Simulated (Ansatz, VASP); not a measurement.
**One calculation of KCl, two programs**

```
K Cl
1.0
     3.77117    0.00000    0.00000
     0.00000    3.77117    0.00000
     0.00000    0.00000    3.77117
K Cl
1 1
Cartesian
  0.0000 0.0000 0.0000
  1.8856 1.8856 1.8856
```

Alike in both runs: task single point; functional LDA; k mesh 8 × 8 × 8; no spin polarisation.

|  | VASP | Ansatz |
| --- | --- | --- |
| version | VASP 6.6.1 | Ansatz 0.2.0 |
| potentials or method | VASP PAW LDA potentials, release 64 (K_sv, Cl) | plane waves, PAW |
| plane-wave cutoff (eV) | 520 | 420 |
| occupations | gaussian, width 0.01 eV | fixed |
| valence electrons in the cell | 16 | 16 |

|  | VASP | Ansatz | Ansatz less VASP |
| --- | --- | --- | --- |
| gap on the k mesh at the Fermi level (eV) | 4.59 | 4.59 | -0.006 |
| pressure (GPa) | -2.4 | -2.4 | -0.04 |

A k mesh can miss the band edges. Expect the measured gap to be larger: semilocal functionals such as LDA lack the derivative discontinuity.
